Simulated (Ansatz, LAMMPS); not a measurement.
# Structural relaxation of amorphous SiO2 (84 atoms)

How does amorphous SiO2 (84 atoms) relax, and what do bonds, charges and levels look like afterwards?

Calculated with Ansatz 0.2.0; Kohn-Sham DFT, PBE, PAW (set soft_2), plane waves.

**Experiments to compare with.** The density of pristine, uncompressed silica glass was measured at room temperature as a reference for densified samples (“Siliceous zeolite-derived topology of amorphous silica”, 2023, PMC10710485): density 2.2 g/cm³. A silica glass plate was measured by high-energy x-ray diffraction at 20 K and the Si-O distance was taken from the first PDF peak (“Polyhedral units and network connectivity in calcium aluminosilicate glasses from high-energy x-ray diffraction”, 2000, arxiv:cond-mat/0007490): nearest Si–O distance 1.61 Å; number of O about Si 4. The nearest silicon-silicon distance in amorphous silica was obtained by fitting a symmetric peak to the measured radial distribution (as quoted in “New insights into the origin of the first sharp diffraction peak in amorphous silica from an analysis of chemical and radial ordering”, 2024, arxiv:2403.10632): nearest Si–Si distance 3.08 Å; nearest O–O distance 2.63 Å. The mean Si-O-Si angle was obtained by reanalysing earlier high-energy photon diffraction data in combination with published neutron diffraction data on silica glass (“Bond angle distribution in amorphous germania and silica”, 1996, arxiv:chem-ph/9603004): Si–O–Si angle 148.3 °.

## (1) Set-up

The cell holds 84 atoms: 28 Si and 56 O. Its edges and angles: a = 10.829 Å, b = 10.829 Å, c = 10.829 Å, α = 90.0°, β = 90.0°, γ = 90.0°. 84 atoms (28 Si, 56 O) placed at random at 2.2 g/cm³, melted at 5000 K for 10 ps at fixed volume with the Morse and Coulomb pair potential with partial charges (Pedone, Malavasi, Menziani, Cormack and Segre, J. Phys. Chem. B 110, 11780 (2006)). Quenched from 5000 K to 300 K at 50 K/ps and fixed volume, held 5 ps, then minimised at fixed cell.

What the set-up can't give: The quench rate of 50 K/ps is orders of magnitude faster than experiment, which tends to freeze in extra defects. The network of bonds at the start is that of the classical potential that made the cell. Only the Γ point is sampled in the main run, in a cell whose shortest periodic width is 11 Å.

## (2) Making the structure

A classical potential makes the cell, at a small fraction of what the same run would cost in DFT.

This step: classical MD, Morse and Coulomb pair potential with partial charges (Pedone, Malavasi, Menziani, Cormack and Segre, J. Phys. Chem. B 110, 11780 (2006)) (LAMMPS 22 Jul 2025 - Update 4).

in.lmp reads:

```
# melt-quench of Si28O56
units metal
atom_style charge
boundary p p p
region box block 0 10.8288 0 10.8288 0 10.8288
create_box 2 box
mass 1 28.0850   # Si
mass 2 15.9990   # O
create_atoms 1 random 28 40749 NULL overlap 1.5 maxtry 2000
create_atoms 2 random 56 40756 NULL overlap 1.5 maxtry 2000
pair_style hybrid/overlay pedone 5.5 coul/long 8.0
pair_coeff * * coul/long
pair_coeff 1 2 pedone 0.340554 2.006700 2.100000 1   # Si-O
pair_coeff 2 2 pedone 0.042395 1.379316 3.618701 22   # O-O
set type 1 charge 2.4
set type 2 charge -1.2
kspace_style pppm 1.0e-4
neigh_modify delay 0 every 1 check yes
thermo_style custom step time temp pe press density
thermo_modify norm yes
timestep 0.002
thermo 100
min_style cg
minimize 1e-4 1e-4 200 2000
reset_timestep 0
velocity all create 5000 40750 mom yes dist gaussian
fix lim all nve/limit 0.05
fix lan all langevin 5000 5000 0.2 40751 zero yes
thermo 500
run 1000 post no
unfix lim
unfix lan
thermo 833
fix md all nvt temp 5000 5000 0.2
run 5000 post no
unfix md
thermo 4700
fix md all nvt temp 5000 300 0.2
run 47000 post no
unfix md
thermo 1250
fix md all nvt temp 300 300 0.2
run 2500 post no
unfix md
thermo 100
min_style cg
minimize 0 1e-3 2000 20000
write_dump all custom glass.dump id type xs ys zs modify sort id
```

The run is started by

```bash
> lmp -in in.lmp -log none -nocite
```

Numbers of over 12 decimals in the logs are rounded to 6 here.

Output:

```text
LAMMPS (22 Jul 2025 - Update 4)
Created orthogonal box = (0 0 0) to (10.8288 10.8288 10.8288)
Created 28 atoms
Created 56 atoms
PPPM initialization ...
  G vector (1/distance) = 0.3830371
  grid = 12 12 12
  estimated relative force accuracy = 6.189654e-05
   Step          Time           Temp          PotEng         Press         Density
         0   0              0             -3.8603529      385839.93      2.1999748
        90   0.18           0             -17.474067     -43847.492      2.1999748
Loop time of 0.0571631 s on 1 MPI rank(s) for 90 steps with 84 atoms
Minimization stats:
  Stopping criterion = energy tolerance
  Energy initial, next-to-last, final =
     -3.86035285617732  -17.4725071050943  -17.4740666864337
  Force two-norm initial, final = 302.85856 1.9462092
  Iterations, force evaluations = 90 116
   Step          Time           Temp          PotEng         Press         Density
[... 12 lines left out ...]
[... 1 line left out ...]
Loop time of 2.06072 s on 1 MPI rank(s) for 5000 steps with 84 atoms
   Step          Time           Temp          PotEng         Press         Density
[... 12 lines left out ...]
Loop time of 18.353 s on 1 MPI rank(s) for 47000 steps with 84 atoms
   Step          Time           Temp          PotEng         Press         Density
[... 2 lines left out ...]
     55000   110            258.86152     -17.703041     -8089.7157      2.1999748
     55500   111            273.63801     -17.70909      -17603.054      2.1999748
Loop time of 0.898373 s on 1 MPI rank(s) for 2500 steps with 84 atoms
   Step          Time           Temp          PotEng         Press         Density
     55500   111            273.63801     -17.70909      -17603.054      2.1999748
     55519   111.038        273.63801     -17.742227     -6840.1536      2.1999748
Loop time of 0.0331725 s on 1 MPI rank(s) for 19 steps with 84 atoms
Minimization stats:
  Stopping criterion = linesearch alpha is zero
  Energy initial, next-to-last, final =
     -17.7090903506647  -17.7422267851019  -17.7422267851019
  Force two-norm initial, final = 12.230678 0.34955032
  Iterations, force evaluations = 19 71
```

The job ended after 22 s (1 thread of Arm Neoverse V1, shared host; peak memory 0.071 GiB).

## (3) Single point at the start

The forces at the start show how far the geometry lies from a minimum of this functional.

input.yaml reads:

```yaml
crystal:
  lattice:
    - [10.8288, 0.0, 0.0]
    - [0.0, 10.8288, 0.0]
    - [0.0, 0.0, 10.8288]
  atoms:
    - { symbol: Si, position: [0.74643, 0.28874, 0.61554] }
    - { symbol: Si, position: [0.46169, 0.86242, 0.38734] }
    - { symbol: Si, position: [0.96049, 0.72541, 0.66357] }
    - { symbol: Si, position: [0.27779, 8.0e-05, 0.19475] }
    - { symbol: Si, position: [0.46658, 0.14967, 0.0388] }
    - { symbol: Si, position: [0.87258, 0.03853, 0.07485] }
    - { symbol: Si, position: [0.77946, 0.71689, 0.86691] }
    - { symbol: Si, position: [0.72633, 0.49257, 0.25434] }
    - { symbol: Si, position: [0.1053, 0.69237, 0.27455] }
    - { symbol: Si, position: [0.31948, 0.01494, 0.65232] }
    - { symbol: Si, position: [0.15804, 0.42551, 0.96082] }
    - { symbol: Si, position: [0.53791, 0.11607, 0.48999] }
    - { symbol: Si, position: [0.10752, 0.90018, 0.47918] }
    - { symbol: Si, position: [0.30928, 0.49835, 0.19297] }
    - { symbol: Si, position: [0.46987, 0.32064, 0.82979] }
    - { symbol: Si, position: [0.40474, 0.75232, 0.64942] }
    - { symbol: Si, position: [0.87483, 0.48768, 0.01696] }
    - { symbol: Si, position: [0.17956, 0.66206, 0.809] }
    - { symbol: Si, position: [0.91187, 0.57178, 0.44254] }
    - { symbol: Si, position: [0.21326, 0.25611, 0.73449] }
    - { symbol: Si, position: [0.75974, 0.24966, 0.88663] }
    - { symbol: Si, position: [0.03289, 0.1101, 0.31249] }
    - { symbol: Si, position: [0.09772, 0.84275, 0.02905] }
    - { symbol: Si, position: [0.5278, 0.6883, 0.1754] }
    - { symbol: Si, position: [0.62884, 0.90876, 0.0196] }
    - { symbol: Si, position: [0.51394, 0.30201, 0.26829] }
    - { symbol: Si, position: [0.01848, 0.32118, 0.50819] }
    - { symbol: Si, position: [0.60041, 0.53857, 0.72054] }
    - { symbol: O, position: [0.15989, 0.31474, 0.86082] }
    - { symbol: O, position: [0.53992, 0.23344, 0.13744] }
    - { symbol: O, position: [0.49939, 0.20268, 0.37562] }
    - { symbol: O, position: [0.54716, 0.80455, 0.08637] }
    - { symbol: O, position: [0.981, 0.94087, 0.02474] }
    - { symbol: O, position: [0.05704, 0.63355, 0.73027] }
    - { symbol: O, position: [0.1463, 0.80585, 0.36701] }
    - { symbol: O, position: [0.03835, 0.82366, 0.58573] }
    - { symbol: O, position: [0.01237, 0.46527, 0.47608] }
    - { symbol: O, position: [0.07367, 0.7397, 0.13688] }
    - { symbol: O, position: [0.84448, 0.62897, 0.97121] }
    - { symbol: O, position: [0.60883, 0.25102, 0.85357] }
    - { symbol: O, position: [0.63507, 0.3829, 0.28582] }
    - { symbol: O, position: [0.82137, 0.14393, 0.9756] }
    - { symbol: O, position: [0.01705, 0.00035, 0.41532] }
    - { symbol: O, position: [0.4097, 0.24716, 0.94282] }
    - { symbol: O, position: [0.39666, 0.39664, 0.26009] }
    - { symbol: O, position: [0.28425, 0.69453, 0.7111] }
    - { symbol: O, position: [0.98135, 0.65117, 0.33978] }
    - { symbol: O, position: [0.74778, 0.95874, 0.09972] }
    - { symbol: O, position: [0.51873, 0.75362, 0.30824] }
    - { symbol: O, position: [0.51313, 0.64881, 0.66371] }
    - { symbol: O, position: [0.42504, 0.09455, 0.58395] }
    - { symbol: O, position: [0.36464, 0.931, 0.29505] }
    - { symbol: O, position: [0.70227, 0.61499, 0.79143] }
    - { symbol: O, position: [0.54734, 0.03065, 0.99238] }
    - { symbol: O, position: [0.16674, 0.07371, 0.25864] }
    - { symbol: O, position: [0.64359, 0.59621, 0.18386] }
    - { symbol: O, position: [0.4083, 0.6041, 0.14641] }
    - { symbol: O, position: [0.69436, 0.82772, 0.91349] }
    - { symbol: O, position: [0.65026, 0.18846, 0.55832] }
    - { symbol: O, position: [0.36049, 0.09247, 0.12016] }
    - { symbol: O, position: [0.80445, 0.24409, 0.74705] }
    - { symbol: O, position: [0.21405, 0.91125, 0.09337] }
    - { symbol: O, position: [0.66728, 0.42148, 0.64265] }
    - { symbol: O, position: [0.22143, 0.96698, 0.54767] }
    - { symbol: O, position: [0.78772, 0.53017, 0.38089] }
    - { symbol: O, position: [0.87054, 0.30171, 0.53828] }
    - { symbol: O, position: [0.04077, 0.23639, 0.38805] }
    - { symbol: O, position: [0.93426, 0.09821, 0.19904] }
    - { symbol: O, position: [0.88498, 0.64862, 0.56432] }
    - { symbol: O, position: [0.83559, 0.46587, 0.15796] }
    - { symbol: O, position: [0.3924, 0.8963, 0.71019] }
    - { symbol: O, position: [0.87774, 0.77408, 0.77294] }
    - { symbol: O, position: [0.11881, 0.28842, 0.61867] }
    - { symbol: O, position: [0.55255, 0.97437, 0.4352] }
    - { symbol: O, position: [0.21306, 0.54482, 0.88856] }
    - { symbol: O, position: [0.79477, 0.38382, 0.94201] }
    - { symbol: O, position: [0.5141, 0.46023, 0.81746] }
    - { symbol: O, position: [0.23698, 0.42475, 0.0859] }
    - { symbol: O, position: [0.20742, 0.5833, 0.26497] }
    - { symbol: O, position: [0.40583, 0.79452, 0.50723] }
    - { symbol: O, position: [0.01701, 0.45761, 0.99429] }
    - { symbol: O, position: [0.13899, 0.77493, 0.90303] }
    - { symbol: O, position: [0.35808, 0.3101, 0.72796] }
    - { symbol: O, position: [0.24061, 0.10827, 0.7365] }
kpoints:
  mp_grid: { grid: [1, 1, 1] }
hamiltonian:
  xc: pbe
scf:
  occupations: { method: fermi_dirac, width: 0.025 }
output:
  forces: true
```

The run is started by

```bash
> ansatz run input.yaml --threads 4 --pin off --max-ram 8192MiB --backend cpu --events-out ev --progress --plain --runs-dir out
```

Output:

```text
Engine: ansatz 0.2.0, aarch64-unknown-linux-gnu
Pseudopotentials: kind: paw
Pseudopotential: Si, paw, valence charge 4, recommended cutoff 420 eV (normal), Si.paw.azcp
Pseudopotential: O, paw, valence charge 6, recommended cutoff 420 eV (normal), O.paw.azcp
[... 5 lines on functional and potentials left out ...]
Crystal: 84 atoms, lattice volume = 1269.817 Å³
Basis set: ecut = 420 eV, 24837 PW (Γ), exchange–correlation on 150×150×150 points (8 copies of the dense FFT grid, shifted against one another)
Bands: 308, of which v1, the nominal top of the filled ones, is band 224 counted from 1 (223 counted from 0)
Symmetry: 1 space group operations
Space group: P1 (ITA 1), of the structure as read, at distance tolerance 1.1e-4 Å
k-points: 1
[... 5 lines on functional and potentials left out ...]
Initial density: superposition of atomic densities (neutral atoms: chi_scale 0, normalization atom), corrected by the library's trained network
Initial wavefunctions: pseudopotential atomic-orbital guess
Functional: x = pbe(κ = 0.804, μ = 0.219515), c = pbe(β = 0.066725)
SCF iter   1: F=—  HF=-49664.486632 eV  |F-HF|=—  |Δ(HF+E_count)|=         —  Δρ=1.96e-3  dr2=3.59e-2  ethr=1.77e-3  ⟨swp⟩=7.0  Hψ=1544  notcnv=0  defer=49
preconditioner: auto → Resta (q_TF=auto, 2.293 Å⁻¹)  ε∞=2.8  [insulator: Δε(μ)=4.784 eV  Ē_g=16.324 eV  σ=0.025 eV  W_gap=1.00  n_scr=250 (ndim 8)  ℏωp=22.1 eV  f_vac=0.255  D(μ)=0.00/eV (n_scr^D=0)  ε∞_Penn≈2.8]
SCF iter   2: F=—  HF=-49664.486220 eV  |F-HF|=—  |Δ(HF+E_count)|=   4.12e-4  Δρ=9.05e-4  dr2=6.45e-3  ethr=8.01e-6  ⟨swp⟩=2.0  Hψ=529  notcnv=0  defer=78
SCF iter   3: F=—  HF=-49664.489642 eV  |F-HF|=—  |Δ(HF+E_count)|=   3.42e-3  Δρ=3.39e-4  dr2=1.59e-3  ethr=1.44e-6  ⟨swp⟩=3.0  Hψ=390  notcnv=0  defer=30
automatic band count: iteration 3 solves 260 bands in place of 308: the levels show a gap, and the empty bands left out lie too high to hold charge; the band table lists the bands solved (type scf.n_extra_bands for more)
SCF iter   4: F=—  HF=-49664.489958 eV  |F-HF|=—  |Δ(HF+E_count)|=   3.15e-4  Δρ=8.75e-5  dr2=1.26e-4  ethr=3.55e-7  ⟨swp⟩=2.0  Hψ=402  notcnv=0  defer=30
SCF iter   5: F=—  HF=-49664.489947 eV  |F-HF|=—  |Δ(HF+E_count)|=   1.08e-5  Δρ=5.68e-5  dr2=3.37e-5  ethr=2.82e-8  ⟨swp⟩=2.0  Hψ=414  notcnv=0  defer=30
SCF iter   6: F=—  HF=-49664.488271 eV  |F-HF|=—  |Δ(HF+E_count)|=   1.68e-3  Δρ=1.34e-5  dr2=2.27e-6  ethr=7.53e-9  ⟨swp⟩=3.0  Hψ=449  notcnv=0  defer=30
SCF iter   7: F=—  HF=-49664.488270 eV  |F-HF|=—  |Δ(HF+E_count)|=   1.11e-7  Δρ=5.31e-6  dr2=3.47e-7  ethr=5.08e-10  ⟨swp⟩=2.0  Hψ=405  notcnv=0  defer=30
SCF iter   8: F=-49664.488270 eV  HF=-49664.488270 eV  |F-HF|=6.64e-8  |Δ(HF+E_count)|=   9.37e-8  Δρ=2.76e-6  dr2=8.13e-8  ethr=2.23e-11  ⟨swp⟩=4.0  Hψ=888  notcnv=0
SCF 1 converged in 8 iterations: F = -49664.488270 eV  dr2 = 8.13e-8
  greatest PAW one-centre occupation: 0.867 electrons in one spin orbital (limit 2), on the O atom at site 43 (counted from 0), in its partial waves of l = 0
SCF converged after 8 iterations
Free energy (F): -49664.488270 eV
Harris-Foulkes:  -49664.488270 eV  (|F-HF|=6.64e-8)
Internal energy: -49664.488270 eV  (E = F + TS)
E sigma→0 (E₀):  -49664.488270 eV
Fermi energy:    3.754155 eV
--- Per-component energies (eV) ---
  E_band       = -2630.736574
  E_kinetic    = 11273.842043
  E_local      = -35969.487214  (includes V_loc(G=0)·N_el)
  E_nonlocal   = 3363.378714
  E_hartree    = 13741.268516
  E_xc         = -5714.358856
  E_vxc        = -6632.539938  (∫ρ·V_xc dr)
  E_paw        = -23278.353204  (= ΣΔE_a)
  E_vpaw       = -2148.600706  (= ΣTr[D̂ρ^β])
  E_aug_tail   = 0.145009  (compensation charges beyond the density's cutoff)
  E_ewald      = -13080.923279
  E_smearing   = -0.000000  (= −TS)
  E_closure    = -0.000000  (closes the sum)
  Σ components = -49664.488270   (vs F -49664.488270, Δ=0.00e0)
--- Forces (eV/Å), atoms counted from 1 ---
  atom   1  Si    -0.90310807     0.93193957     1.46455027
  atom   2  Si    -0.42352714     1.38813952    -0.09547195
  atom   3  Si     1.52920843    -0.42705258    -0.44015674
  atom   4  Si    -0.74591473    -1.10699396     0.31102062
  atom   5  Si     0.89436036    -0.22063710     0.63715823
  atom   6  Si     0.21687438    -0.57093140    -0.53536998
  atom   7  Si    -0.14997500    -1.40352432     0.25890605
  atom   8  Si    -0.76403362     0.77652711    -1.50851309
  atom   9  Si     0.59099561     1.14931186     0.15795956
  atom  10  Si     0.19381996    -0.91262657    -1.39511977
  atom  11  Si    -0.45732676     1.38117607    -0.65981693
  atom  12  Si    -0.37261167    -0.86541015    -0.15454133
  atom  13  Si     0.06254795    -0.38031464    -0.65485247
  atom  14  Si     0.79961927     1.16205203    -0.13085377
[...]
atom  83  O     -0.25565845     0.26368844    -0.81306980
  atom  84  O     -0.79523217    -0.15935598     1.10558167
  max |Σ_I F_I| component: 2.03e-5 eV/Å
```

Elapsed: 9.4 s, on 4 threads of Arm Neoverse V1, shared host; peak memory 1.3 GiB; 34 s of CPU time.

The run gave:

| Property | Result |
| --- | --- |
| free energy | -49664.4883 eV |
| free energy per atom | -591.2439 eV/atom |
| SCF cycles | 8 |
| r.m.s. force component | 0.688 eV/Å |
| longest force | 2.118 eV/Å |
| Fermi energy | 3.754 eV |

The r.m.s. force component of 0.69 eV/Å sets the starting point.

Length of the force by element:

```csv
element,coordination,atoms,mean length of the force (eV/Å),spread,least,most
O,all,56,0.938,0.374,0.185,1.86
Si,all,28,1.45,0.333,0.760,2.12
```

(Continued in part 2 of 4.)

[Logs are printed without paths, hosts, clocks, repeated set-up lines and the standing remarks that a program may print on its own settings, such as how far it seeks lower states.]

[Hosts, paths, dates, database ids (printed as entryN), source tags and the programs' standing remarks are cut or masked in the printed files.]
